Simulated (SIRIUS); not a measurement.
**ZrS under changes of volume**

One of the cells (18.450 Å³/atom); the others are scaled copies at fixed shape and fractional positions:

```
CELL_PARAMETERS angstrom
0.00000 2.64238 2.64238
2.64238 0.00000 2.64238
2.64238 2.64238 0.00000
ATOMIC_POSITIONS crystal
Zr 0.00000 0.00000 0.00000
S 0.50000 0.50000 0.50000
```

- Program: SIRIUS 7.10.0
- Functional: PBEsol
- Potentials or basis: PseudoDojo 0.4.1 PBEsol standard (scalar relativistic)
- Cutoff: 915 eV
- Density cutoff: 3659 eV
- k mesh: 9 × 9 × 9
- Occupations: fermi-dirac, width 0.05 eV
- Spin: no spin polarisation

| volume (Å³/atom) | energy over the lowest point (meV/atom) | pressure (GPa) |
| --- | --- | --- |
| 17.003 | 1.12 | 2.1 |
| 17.364 | 0.00 | -1.0 |
| 17.726 | 5.65 | -3.9 |
| 18.450 | 34.38 | -8.6 |
| 18.811 | ? | ? |
| 19.173 | 82.34 | -12.4 |

What does the run at 18.811 Å³/atom give?

Energy over the lowest point 56.23 meV/atom; pressure -10.6 GPa.

Worked out: A Birch-Murnaghan fit of order 3 (a polynomial in V^(-2/3)) to the other rows has its minimum at 17.24 Å³/atom with B0 = V·E''(V) = 148 GPa and B' = 4.4. It gives 56.19 meV/atom at 18.811 Å³/atom, against the run's 56.23, and -dE/dV = -10.7 GPa, against -10.6.

Energies are extrapolated to zero smearing.
